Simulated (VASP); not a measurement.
Wanted: the native input for a VASP 6.6.1 run.

| Item | Value |
| --- | --- |
| Task | single point |
| Functional | HSE06 |
| Potentials or basis | VASP PAW PBE potentials, release 64 (Sn_d, Se) |
| Cutoff | 520 eV |
| k mesh | 6 × 6 × 4 |
| Occupations | gaussian, width 0.02 eV |
| Spin | no spin polarisation |
| Grid for exact exchange (PRECFOCK) | Fast |
| Screening parameter | 0.2 1/A |
| Further INCAR settings | ALGO = Normal; EDIFF = 1e-06 |

The system is SnSe2.

```
CELL_PARAMETERS angstrom
3.81927 0.00000 0.00000
-1.90963 3.30758 0.00000
0.00000 0.00000 6.15332
ATOMIC_POSITIONS crystal
Sn 0.00000 0.00000 0.00000
Se 0.66667 0.33333 0.74189
Se 0.33333 0.66667 0.25811
```

The cell is a database's computed one.

One way to write it, as run:

POSCAR

```
SnSe2
1.0
    3.8192700000      0.0000000000      0.0000000000
   -1.9096300000      3.3075800000      0.0000000000
    0.0000000000      0.0000000000      6.1533200000
Sn Se
1 2
Direct
    0.0000000000      0.0000000000      0.0000000000
    0.6666700000      0.3333300000      0.7418900000
    0.3333300000      0.6666700000      0.2581100000
```

INCAR.step1

```
SYSTEM = SnSe2
  PREC = Accurate
  ENCUT = 520
  EDIFF = 1E-5
  ISMEAR = 0
  SIGMA = 0.02
  LREAL = .FALSE.
  LASPH = .TRUE.
  NELM = 60
  ALGO = Normal
  ISIF = 2
  LWAVE = .TRUE.
  LCHARG = .FALSE.
  GGA = PE
```

INCAR.step2

```
SYSTEM = SnSe2
  PREC = Accurate
  ENCUT = 520
  EDIFF = 1E-6
  ISMEAR = 0
  SIGMA = 0.02
  LREAL = .FALSE.
  LASPH = .TRUE.
  NELM = 60
  ALGO = Normal
  ISIF = 2
  LWAVE = .FALSE.
  LCHARG = .FALSE.
  GGA = PE
  LHFCALC = .TRUE.
  HFSCREEN = 0.2
  PRECFOCK = Fast
  ISTART = 1
```

KPOINTS

```
Automatic mesh
0
G
  6 6 4
  0 0 0
```

Potentials or basis: VASP PAW PBE potentials, release 64 (Sn_d, Se).

Launch:

```sh
$ cat potpaw_PBE.64/Sn_d/POTCAR potpaw_PBE.64/Se/POTCAR > POTCAR
$ cp INCAR.step1 INCAR
$ mpirun -np 1 vasp_std > vasp.out
$ cp INCAR.step2 INCAR
$ mpirun -np 1 vasp_std > vasp.out
```

It gave:

* Pressure: -0.1 GPa
* Largest force: 0.371 eV/Å
* Band gap on the k mesh: 1.40 eV, indirect (least direct gap 1.86 eV)

Caveat: the PAW data sets were made with another functional, which shifts forces and pressure a little; spin-orbit coupling is left out, which moves the levels of the heavy elements; this functional lacks dispersion, which binds the layers, so the pressure and a relaxed spacing across them are unreliable.

Wall time 74 min on 1 thread of Intel(R) Xeon(R) Platinum 8488C (Sapphire Rapids), on a shared host, peak memory 0.36 GiB.
